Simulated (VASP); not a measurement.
# Se (P3_221) in VASP: notebook, part 2 of 2

VASP 6.6.1.

**3. Single point, PBE**

INCAR reads:

```
SYSTEM = Se
PREC     = Accurate       ! precision mode
ENCUT    = 400            ! plane-wave cutoff, eV
EDIFF    = 1E-6           ! SCF threshold, eV
ISMEAR   = 0              ! smearing method
SIGMA    = 0.05           ! smearing width, eV
LREAL    = .FALSE.        ! projectors in reciprocal space
LASPH    = .TRUE.         ! aspherical terms in the spheres
NELM     = 100            ! most SCF steps
ALGO     = Normal         ! electronic algorithm
ISIF     = 2              ! what is computed and relaxed
LWAVE    = .FALSE.        ! write WAVECAR
LCHARG   = .FALSE.        ! write CHGCAR
GGA      = PE             ! functional
NBANDS   = 16             ! bands
ADDGRID  = .FALSE.
```

KPOINTS reads:

```
Automatic mesh
0
G
  9 9 7
  0 0 0
```

POSCAR reads:

```
Se
1.0
    4.3551700000      0.0000000000      0.0000000000
   -2.1775850000      3.7716878578      0.0000000000
    0.0000000000      0.0000000000      4.9494500000
Se
3
Direct
    0.7830000000      0.7830000000      0.5000000000
    0.0000000000      0.2170000000      0.8333333333
    0.2170000000      0.0000000000      0.1666666667
```

Potentials or basis: VASP PAW PBE potentials, release 64 (Se).

Run with:

```bash
$ cat potpaw_PBE.64/Se/POTCAR > POTCAR
$ mpirun -np 1 vasp_std > vasp.out
```

OUTCAR:

```text
SYSTEM = Se
   PREC = Accurate
   ENCUT = 400
   EDIFF = 1E-6
   ISMEAR = 0
   LREAL = .FALSE.
   LASPH = .TRUE.
   NELM = 100
   ISIF = 2
   GGA = PE

 Found     69 irreducible k-points:

 Following reciprocal coordinates:
            Coordinates               Weight
  0.000000  0.000000  0.000000      1.000000
  0.111111  0.000000  0.000000      6.000000
  0.222222  0.000000  0.000000      6.000000
  0.333333  0.000000  0.000000      6.000000
  0.444444  0.000000  0.000000      6.000000
  0.111111  0.111111  0.000000      6.000000
   k-points           NKPTS =     69   k-points in BZ     NKDIM =     69   number of bands    NBANDS=     16
   number of dos      NEDOS =    301   number of ions     NIONS =      3
   total plane-waves  NPLWV =  25088
   dimension x,y,z NGX =    28 NGY =   28 NGZ =   32
   dimension x,y,z NGXF=    56 NGYF=   56 NGZF=   64
   ions per type =               3
   NGX,Y,Z   is equivalent  to a cutoff of  10.69, 10.69, 10.75 a.u.
   NGXF,Y,Z  is equivalent  to a cutoff of  21.38, 21.38, 21.50 a.u.
 SYSTEM =  Se
   PREC   = accura    normal or accurate (medium, high low for compatibility)
   ISTART =      0    job   : 0-new  1-cont  2-samecut
   ICHARG =      2    charge: 1-file 2-atom 10-const
   ISPIN  =      1    spin polarized calculation?
   LNONCOLLINEAR =      F non collinear calculations
   LSORBIT =      F    spin-orbit coupling
   LASPH  =      T    aspherical Exc in radial PAW
   ENCUT  =  400.0 eV  29.40 Ry    5.42 a.u.   7.10  7.10  8.07*2*pi/ulx,y,z
   NELM   =    100;   NELMIN=  2; NELMDL= -5     # of ELM steps
   EDIFF  = 0.1E-05   stopping-criterion for ELM
[... 18 lines left out ...]
     AMIX     =   0.40;   BMIX     =  1.00
     AMIX_MAG =   1.60;   BMIX_MAG =  1.00
  volume/ion in A,a.u.               =      27.10       182.88
  Fermi-wavevector in a.u.,A,eV,Ry     =   0.990375  1.871538 13.345178  0.980843
  Thomas-Fermi vector in A             =   2.122041
   LORBIT       =      0    0 simple, 1 ext, 2 COOP (PROOUT), +10 PAW based schemes
   GGA     = PE    functional components
[... 5 lines left out ...]
 non-spin polarized calculation
 Gauss-broadening in eV      SIGMA  =   0.05
  energy-cutoff  :      400.00
  volume of cell :       81.30
 maximum number of plane-waves:      1509
   NGX = 15   NGY = 15   NGZ = 17

 number of electron      17.9999998 magnetization

 Free energy of the ion-electron system (eV)
  ---------------------------------------------------
  ext. energy  EPLUGINS =         0.00000000
  ---------------------------------------------------
  free energy    TOTEN  =       -10.37025720 eV

  energy without entropy =      -10.37025720  energy(sigma->0) =      -10.37025720

 E-fermi :   3.0054     XC(G=0):  -8.8323

 val. band max:        2.7353576254   @ k =   0.4444   0.0000   0.4286
 cond. band min:       3.9334396574   @ k =   0.3333   0.3333   0.4286
 fundamental gap:      1.1980820319
 Fermi energy:         3.0053898579

 k-point     1 :       0.0000    0.0000    0.0000
  band No.  band energies     occupation
      1     -13.3915      2.00000
      2      -9.0794      2.00000
      3      -9.0794      2.00000
      4      -1.2332      2.00000
      5      -1.2332      2.00000
      6      -1.0292      2.00000
[... 8 lines left out ...]
     15       9.1487      0.00000
     16      11.1153      0.00000

 k-point     2 :       0.1111    0.0000    0.0000
  band No.  band energies     occupation
      1     -13.3473      2.00000
      2      -9.1178      2.00000
      3      -9.0725      2.00000
      4      -1.6541      2.00000
      5      -1.3906      2.00000
      6      -0.8618      2.00000
[... 8 lines left out ...]
     15       9.6206      0.00000
     16      11.0532      0.00000

 k-point     3 :       0.2222    0.0000    0.0000
  band No.  band energies     occupation
      1     -13.2291      2.00000
      2      -9.2282      2.00000
      3      -9.0548      2.00000
      4      -2.1612      2.00000
      5      -1.6769      2.00000
      6      -0.8353      2.00000
[... 8 lines left out ...]
     15      10.4697      0.00000
     16      11.2997      0.00000

 k-point     4 :       0.3333    0.0000    0.0000
  band No.  band energies     occupation
      1     -13.0814      2.00000
      2      -9.3791      2.00000
      3      -9.0341      2.00000
      4      -2.4841      2.00000
      5      -1.9228      2.00000
      6      -0.8377      2.00000
[... 8 lines left out ...]
     15      11.2724      0.00000
     16      12.1139      0.00000

 k-point     5 :       0.4444    0.0000    0.0000
  band No.  band energies     occupation
      1     -12.9753      2.00000
      2      -9.4940      2.00000
      3      -9.0204      2.00000
      4      -2.6134      2.00000
      5      -2.0638      2.00000
      6      -0.7369      2.00000
[... 8 lines left out ...]
     15      12.1187      0.00000
     16      12.6948      0.00000

 k-point     6 :       0.1111    0.1111    0.0000
  band No.  band energies     occupation
      1     -13.2659      2.00000
      2      -9.1856      2.00000
      3      -9.0674      2.00000
      4      -2.0069      2.00000
      5      -1.6717      2.00000
      6      -0.7680      2.00000
[... 8 lines left out ...]
     15      10.2093      0.00000
     16      11.0092      0.00000

 [... further k-points ...]

------------------------ aborting loop because EDIFF is reached ----------------------------------------

  FORCE on cell =-STRESS in cart. coord.  units (eV):
  Direction    XX          YY          ZZ          XY          YZ          ZX
  --------------------------------------------------------------------------------------
  -------------------------------------------------------------------------------------
  Total        2.3948528      2.3948528      3.8520411      0.0000000      0.0000000      0.0000000
  in kB       47.1945245     47.1945245     75.9108233      0.0000000      0.0000000      0.0000000
  external PRESSURE =      56.7666241 kB  Pullay stress =       0.0000000 kB

 VOLUME and BASIS-vectors are now :
 -----------------------------------------------------------------------------
  energy-cutoff  :      400.00
  volume of cell :       81.30
      direct lattice vectors                 reciprocal lattice vectors
     4.355170000  0.000000000  0.000000000     0.229612162  0.132566644  0.000000000
    -2.177585000  3.771687858  0.000000000     0.000000000  0.265133287  0.000000000
     0.000000000  0.000000000  4.949450000     0.000000000  0.000000000  0.202042651

 POSITION                                       TOTAL-FORCE (eV/Angst)
 -----------------------------------------------------------------------------------
      1.70505      2.95323      2.47472        -0.594569     -1.029825     -0.000000
     -0.47254      0.81846      4.12454        -0.594569      1.029825      0.000000
      0.94507      0.00000      0.82491         1.189139     -0.000000     -0.000000
 -----------------------------------------------------------------------------------
    total drift:                                0.000002      0.000004      0.000000

  FREE ENERGIE OF THE ION-ELECTRON SYSTEM (eV)
  ---------------------------------------------------
  free  energy   TOTEN  =       -10.3702572016 eV

  energy  without entropy=      -10.3702572016  energy(sigma->0) =      -10.37025720
```

OSZICAR:

```text
N       E                     dE             d eps       ncg     rms          rms(c)
DAV:   1     0.719296191436E+02    0.71930E+02   -0.62648E+03  2208   0.759E+02
DAV:   2    -0.616026084775E+01   -0.78090E+02   -0.74680E+02  2952   0.144E+02
DAV:   3    -0.104259629527E+02   -0.42657E+01   -0.42528E+01  2688   0.383E+01
DAV:   4    -0.104528876261E+02   -0.26925E-01   -0.26921E-01  2952   0.365E+00
DAV:   5    -0.104530880106E+02   -0.20038E-03   -0.20038E-03  2752   0.301E-01    0.760E+00
DAV:   6    -0.103915472387E+02    0.61541E-01   -0.37690E-02  2672   0.120E+00    0.472E+00
DAV:   7    -0.103709035262E+02    0.20644E-01   -0.77797E-02  2576   0.168E+00    0.215E-01
DAV:   8    -0.103700911142E+02    0.81241E-03   -0.90246E-03  2408   0.589E-01    0.111E-01
DAV:   9    -0.103702013701E+02   -0.11026E-03   -0.34585E-04  3168   0.115E-01    0.372E-02
DAV:  10    -0.103702528779E+02   -0.51508E-04   -0.49335E-05  2536   0.471E-02    0.681E-03
DAV:  11    -0.103702572756E+02   -0.43977E-05   -0.86688E-06  3056   0.179E-02    0.413E-03
DAV:  12    -0.103702572016E+02    0.74004E-07   -0.15512E-06  2024   0.812E-03
   1 F= -.10370257E+02 E0= -.10370257E+02  d E =-.642558E-16
```

It took 18 s on 1 thread of Intel Xeon 6975P-C (Granite Rapids), shared host; peak memory 0.18 GiB.

The run converged, but some of its settings lie outside the range that counts as converged, so its numbers aren't taken as properties of the crystal.

Results:

* Free energy: -10.3703 eV
* Pressure: 5.7 GPa
* Largest force: 1.189 eV/Å
* Band gap on the k mesh: 1.20 eV, indirect (least direct gap 1.29 eV)

Caveat: an odd mesh through Γ misses points on the zone boundary, where band edges often lie; forces of over 1 eV/Å show positions far from the minimum, so gaps and moduli don't describe the material at rest.

**4. Single point, PBE**

INCAR: that of step 3 with these lines changed.

```diff
@@ -4,3 +4,3 @@
 EDIFF    = 1E-6           ! SCF threshold, eV
-ISMEAR   = 0              ! smearing method
+ISMEAR   = -5             ! smearing method
 SIGMA    = 0.05           ! smearing width, eV
```

KPOINTS is that of step 3.

POSCAR is that of step 3.

Run with:

```bash
$ cat potpaw_PBE.64/Se/POTCAR > POTCAR
$ mpirun -np 1 vasp_std > vasp.out
```

Run time: 19 s. Hardware: 1 thread of Intel Xeon 6975P-C (Granite Rapids), shared host; peak memory 0.19 GiB.

The run converged, but some of its settings lie outside the range that counts as converged, so its numbers aren't taken as properties of the crystal.

What came out:

- Free energy: -10.3703 eV
- Pressure: 5.7 GPa
- Largest force: 1.189 eV/Å
- Band gap on the k mesh: 1.20 eV, indirect (least direct gap 1.29 eV)

Caveat: an odd mesh through Γ misses points on the zone boundary, where band edges often lie; forces of over 1 eV/Å show positions far from the minimum, so gaps and moduli don't describe the material at rest.

**5. For comparison**

An earlier run on the cell as given: functional PBE; potentials or basis VASP PAW PBE potentials, release 64 (Se); cutoff 520 eV; k mesh 7 × 7 × 6; occupations fermi-dirac, width 0.05 eV; no spin polarisation.

* Pressure: 5.7 GPa
* Largest force: 1.188 eV/Å
* Band gap on the k mesh: 1.16 eV, indirect (least direct gap 1.38 eV)
